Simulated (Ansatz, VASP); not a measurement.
One calculation of MgO, two programs

File INCAR:

```
PREC = Accurate
ENCUT = 520
EDIFF = 1E-6
ISMEAR = 0
SIGMA = 0.05
LREAL = False
LASPH = True
NELM = 60
ALGO = Normal
ISIF = 2
LWAVE = False
LCHARG = True
GGA = PE
LELF = True
LVHAR = True
NBANDS = 11
```

The input KPOINTS:

```
regular mesh
0
Gamma
  9 9 8
```

The input POSCAR:

```
MgO
1.0
    2.8939505899      0.0000000000      0.0000000000
   -1.4469752949      2.5062347281      0.0000000000
    0.0000000000      0.0000000000      2.7198752000
Mg O
1 1
Direct
    0.0000000000      0.0000000000      0.0000000000
    0.3333333333      0.6666666667      0.5000000000
```

Input for Ansatz:

```yaml
crystal:
  lattice:
    - [2.8939505899, 0.0, 0.0]
    - [-1.4469752949, 2.5062347281, 0.0]
    - [0.0, 0.0, 2.7198752]
  atoms:
    - { symbol: Mg, position: [0.0, 0.0, 0.0] }
    - { symbol: O, position: [0.3333333333, 0.6666666667, 0.5] }
basis:
  ecutwfc: 420
kpoints:
  mp_grid: { grid: [9, 9, 8] }
hamiltonian:
  xc: pbe
scf:
  occupations: { method: gaussian, width: 0.05 }
output:
  forces: true
  stress: true
  eigenvalues: true
```

Change from the starting cell: strain -0.015 along x and y, +0.015 along z, atoms carried along.

Alike in both runs: task single point; functional PBE; k mesh 9 × 9 × 8; occupations gaussian, width 0.05 eV; no spin polarisation.

|  | VASP | Ansatz |
| --- | --- | --- |
| version | VASP 6.6.1 | Ansatz 0.2.0 |
| potentials or method | VASP PAW PBE potentials, release 64 (Mg, O) | scalar-relativistic, plane waves, PAW |
| plane-wave cutoff (eV) | 520 | 420 |
| valence electrons in the cell | 8 | 16 |

```csv
,VASP,Ansatz,Ansatz less VASP
gap on the k mesh at the Fermi level (eV),3.03,3.05,+0.023
least direct gap on the mesh (eV),3.48,3.50,+0.020
pressure (GPa),0.9,1.5,+0.64
largest component of the traceless stress (GPa),10.52,10.39,-0.132
```

The two sets of potentials don't hold the same shells in valence.

Caveats: an odd mesh through Γ misses points on the zone boundary, where band edges often lie.
